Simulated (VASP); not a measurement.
## NiO: relaxation of cell and atoms with PBE

NiO:

```
Ni O
1.0
     0.00000    2.09131    2.09131
     2.09131    0.00000    2.09131
     2.09131    2.09131    0.00000
Ni O
1 1
Cartesian
  0.0000 0.0000 0.0000
  2.0913 2.0913 2.0913
```

```
Program                : VASP 6.6.1
Task                   : relaxation of cell and atoms
Functional             : PBE
Potentials or basis    : VASP PAW PBE potentials, release 54 (Ni, O)
Cutoff                 : 900 eV
k mesh                 : 8 × 8 × 8
Occupations            : fermi-dirac, width 0.05 eV
Spin                   : collinear spin, ferromagnetic start
Starting moments       : [1.0, 0.0] μB
Further INCAR settings : ALGO = Normal; EDIFF = 1e-07; IBRION = 2; EDIFFG = -0.01; NSW = 40; ISIF = 3
```

```json
{
 "Relaxed volume": "9.38 Å³/atom",
 "Relaxed cell": "a = 2.983 Å, b = 2.983 Å, c = 2.983 Å, α = 60.00°, β = 60.00°, γ = 60.00°",
 "Space group after relaxing (to 0.05 Å)": "Fm-3m (No. 225)",
 "Energy gained by relaxing": "3.5 meV/atom",
 "Ionic steps": "3",
 "Pressure after relaxing": "0.0 GPa",
 "Band gap on the k mesh": "none (metal or under the smearing width)",
 "Net moment": "1.83 μB per cell",
 "Site moments": "Ni +1.50; O +0.29 μB",
 "Valence electrons inside the program's atomic spheres": "Ni 8.93; O 4.96"
}
```

The path:
| step | energy change (eV) | largest force (eV/Å) | pressure (GPa) | volume (Å³) |
| --- | --- | --- | --- | --- |
| 1 | 0.0000 | 0.0000 | 4.86 | 18.29 |
| 2 | -0.0049 | 0.0000 | -2.52 | 19.04 |
| 3 | -0.0070 | 0.0000 | 0.02 | 18.77 |

Final structure:
```
Ni O
1.0
     0.00000    2.10921    2.10921
     2.10921    0.00000    2.10921
     2.10921    2.10921    0.00000
Ni O
1 1
Direct
  0.00000 0.00000 0.00000
  0.50000 0.50000 0.50000
```

Levels at points of the mesh, in eV from the Fermi level:
Spin up:
```tsv
k point	band 7	band 8	band 9	band 10	band 11	band 12
(0.00, 0.00, 0.00)	-2.63	-2.63	-2.63	1.37	17.76	18.69
(0.50, 0.00, 0.00)	-1.46	0.19	0.19	5.54	9.68	13.81
(0.50, 0.50, 0.00)	-2.35	-1.69	-1.69	5.93	10.38	12.09
```
Spin down:
| k point | band 4 | band 5 | band 6 | band 7 | band 8 | band 9 | band 10 | band 11 |
| --- | --- | --- | --- | --- | --- | --- | --- | --- |
| (0.00, 0.00, 0.00) | -2.32 | -1.79 | -1.79 | -1.79 | -0.53 | -0.53 | 1.73 | 17.69 |
| (0.50, 0.00, 0.00) | -4.57 | -0.94 | -0.94 | -0.58 | 2.19 | 2.19 | 5.71 | 10.22 |
| (0.50, 0.50, 0.00) | -3.64 | -2.71 | -0.77 | -0.77 | -0.12 | 0.36 | 6.40 | 10.75 |

Run time: 68 s on 1 thread of Intel(R) Xeon(R) 6975P-C (Granite Rapids), with other jobs on the host, peak memory 0.21 GiB.

Caveat: a cell with one magnetic atom can't hold antiferromagnetic order, which such compounds often take; semilocal functionals often make such compounds metallic where correlation or magnetic order opens a gap, which also shifts bond lengths. PBE usually gives volumes a little too large and moduli too small.
